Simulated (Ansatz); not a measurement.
# Electric field gradients in ZnS

The cell is a Materials Project structure (computed, not necessarily an observed phase), taken as it stands.

```cif
data_structure
_symmetry_space_group_name_H-M 'P 1'
_symmetry_Int_Tables_number 1
_cell_length_a 37.8286
_cell_length_b 37.8286
_cell_length_c 37.8286
_cell_angle_alpha 5.849
_cell_angle_beta 5.849
_cell_angle_gamma 5.849
_cell_volume 487.23
loop_
_atom_site_label
_atom_site_type_symbol
_atom_site_fract_x
_atom_site_fract_y
_atom_site_fract_z
_atom_site_occupancy
Zn1 Zn 0.08334 0.08334 0.08334 1
Zn2 Zn 0.86111 0.86111 0.86111 1
Zn3 Zn 0.16667 0.16667 0.16667 1
Zn4 Zn 0.38889 0.38889 0.38889 1
Zn5 Zn 0.91668 0.91668 0.91668 1
Zn6 Zn 0.77778 0.77778 0.77778 1
Zn7 Zn 0.27779 0.27779 0.27779 1
Zn8 Zn 0.00000 0.00000 0.00000 1
Zn9 Zn 0.69446 0.69446 0.69446 1
Zn10 Zn 0.55555 0.55555 0.55555 1
Zn11 Zn 0.63889 0.63889 0.63889 1
Zn12 Zn 0.47222 0.47222 0.47222 1
S13 S 0.29861 0.29861 0.29861 1
S14 S 0.40972 0.40972 0.40972 1
S15 S 0.93750 0.93750 0.93750 1
S16 S 0.79861 0.79861 0.79861 1
S17 S 0.65970 0.65970 0.65970 1
S18 S 0.02085 0.02085 0.02085 1
S19 S 0.49305 0.49305 0.49305 1
S20 S 0.10416 0.10416 0.10416 1
S21 S 0.18750 0.18750 0.18750 1
S22 S 0.71527 0.71527 0.71527 1
S23 S 0.57640 0.57640 0.57640 1
S24 S 0.88192 0.88192 0.88192 1
```

Atoms are numbered from 1 in the order listed; like atoms form one site, named after its first atom.

The numbers come from a DFT calculation in Ansatz (PBE, plane waves and PAW (field gradients read without the response of the frozen cores, which leaves them typically 4 to 6 % off), scalar-relativistic, 420 eV cutoff, Γ-centred 8×8×8 k-points, Fermi–Dirac smearing 0.02 eV).

V_zz is the principal component of the electric field gradient with the largest magnitude, η = (V_xx − V_yy)/V_zz and C_Q = eQV_zz/h.

Zn-67: I = 5/2, Q = 122.0 mb; ³³S: I = 3/2, Q = -69.40 mb. Nuclear quadrupole moments: year-2017 set (Pyykkö).

```csv
site,atoms (order as listed),first shell,V_zz (10²¹ V/m²),η,C_Q (MHz)
Zn1,"1, 4, 12",4 S at 2.36 Å,-0.078,0.00,-0.229
Zn2,2,4 S at 2.36 Å,-0.095,0.00,-0.279
Zn3,3,4 S at 2.36 Å,-0.081,0.00,-0.238
Zn5,5,4 S at 2.36 Å,-0.039,0.00,-0.116
Zn6,6,4 S at 2.36 Å,-0.085,0.00,-0.250
Zn7,"7, 11",4 S at 2.36 Å,-0.088,0.00,-0.260
Zn8,8,4 S at 2.36 Å,-0.18,0.00,-0.518
Zn9,9,4 S at 2.36 Å,-0.043,0.00,-0.128
Zn10,10,4 S at 2.36 Å,-0.17,0.00,-0.494
S13,13,4 Zn at 2.36 Å,-0.019,0.00,0.032
S14,"14, 20, 21",4 Zn at 2.36 Å,-0.010,0.00,0.017
S15,15,4 Zn at 2.36 Å,<0.005,–,≈0
S16,"16, 22",4 Zn at 2.36 Å,-0.015,0.00,0.026
S17,17,4 Zn at 2.36 Å,0.045,0.00,-0.076
S18,18,4 Zn at 2.36 Å,0.13,0.00,-0.217
S19,19,4 Zn at 2.36 Å,-0.008,0.00,0.014
S23,23,4 Zn at 2.36 Å,0.13,0.00,-0.223
S24,24,4 Zn at 2.36 Å,0.037,0.00,-0.061
```

An axis of threefold or higher order runs through Zn1, Zn2, Zn3, Zn5, Zn6 and Zn7 and others, so V_zz lies along it and η is zero.

The run took 3.7 min of wall time (3.7 min of CPU time) and 2.7 GiB at its peak, on 1 thread of AMD EPYC 9R45 (Zen 5) (x86_64; 16 cores open to the job, memory cap 3.0 GiB, no GPU), a shared host with a load of 0.2 a core.
